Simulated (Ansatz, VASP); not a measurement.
# CuH8 in VASP and in Ansatz

```
Cu H
1.0
     4.17847    0.00000    0.00000
     0.00000    4.17847    0.00000
     0.00000    0.00000    4.42197
Cu H
1 8
Direct
  0.00000 0.00000 0.00000
  0.32945 0.00000 0.00000
  0.67055 0.00000 0.00000
  0.00000 0.32945 0.00000
  0.00000 0.67055 0.00000
  0.27769 0.50000 0.50000
  0.72231 0.50000 0.50000
  0.50000 0.27769 0.50000
  0.50000 0.72231 0.50000
```

Alike in both runs: task relaxation of cell and atoms; functional PBE; k mesh 4 × 4 × 4; occupations gaussian, width 0.1 eV; no spin polarisation.

```csv
,VASP,Ansatz
version,VASP 6.6.1,Ansatz 0.2.0
potentials or method,"VASP PAW PBE potentials, release 64 (Cu, H)","scalar-relativistic, plane waves, PAW"
plane-wave cutoff (eV),600,420
valence electrons in the cell,19,27
```

VASP gave:

| Property | Result |
| --- | --- |
| gap on the k mesh at the Fermi level, each at its own relaxed structure (eV) | none |
| relaxed volume (Å³/atom) | 8.24 |
| relaxed cell length with the largest relative difference (Å) | 4.445 |
| energy change over the relaxation (meV/atom) | -261 |

What did Ansatz give for the same quantities?

gap on the k mesh at the Fermi level, each at its own relaxed structure (eV): none; relaxed volume (Å³/atom): 8.45; relaxed cell length with the largest relative difference (Å): 4.568; energy change over the relaxation (meV/atom): -254.

A gap of «none» marks a metal or a gap that the smearing closes. The two sets of potentials don't hold the same shells in valence.

Caveats: the k mesh is coarse (spacing up to 0.38 Å⁻¹), so the values aren't converged.
